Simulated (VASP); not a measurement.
Runs of VASP 6.6.1 on ZnAu. It takes space group Pm-3m (No. 221, cubic). Conventional cell: a = 3.147 Å, b = 3.147 Å, c = 3.147 Å, α = 90.00°, β = 90.00°, γ = 90.00°. Au (site symmetry m-3m) has 8 Zn at 2.73 Å as nearest neighbours. Zn (site symmetry m-3m) is surrounded by 8 Au at 2.73 Å. 

```tsv
task	level	potentials or basis	spin	cell	k mesh	cutoff (eV)	smearing	optimiser	other keys	gap on the mesh (eV)	pressure (GPa)
band structure	r2SCAN+D3(BJ)	VASP PAW PBE potentials, release 64 (Au, Zn)	SOC, no magnetisation	as given	6 × 6 × 6	500	methfessel-paxton 0.1 eV	-	-	-	-2.9
relaxation of cell and atoms	optB88-vdW	VASP PAW PBE potentials, release 64 (Au, Zn)	off	relaxed	8 × 8 × 8	600	methfessel-paxton 0.2 eV	vasp	-	none	0.0
single point	LDA	VASP PAW LDA potentials, release 64 (Au, Zn)	off	as given	8 × 8 × 8	500	gaussian 0.05 eV	-	-	none	(a)
electric field gradients	vdW-DF	VASP PAW PBE potentials, release 54 (Au, Zn)	off	as given	8 × 8 × 8	520	methfessel-paxton 0.1 eV	-	ALGO = VeryFast	none	12.6
```

Task: Fill in the values left out.

Result: (a) -5.9.

Caveats: the PAW data sets were made with another functional, which shifts forces and pressure a little (some runs).

A k mesh can miss the band edges, and rows without SOC leave out spin-orbit coupling on Au.

A gap of «none» marks a metal or a gap under the smearing width.

Runs at the PBE level aren't shown here.
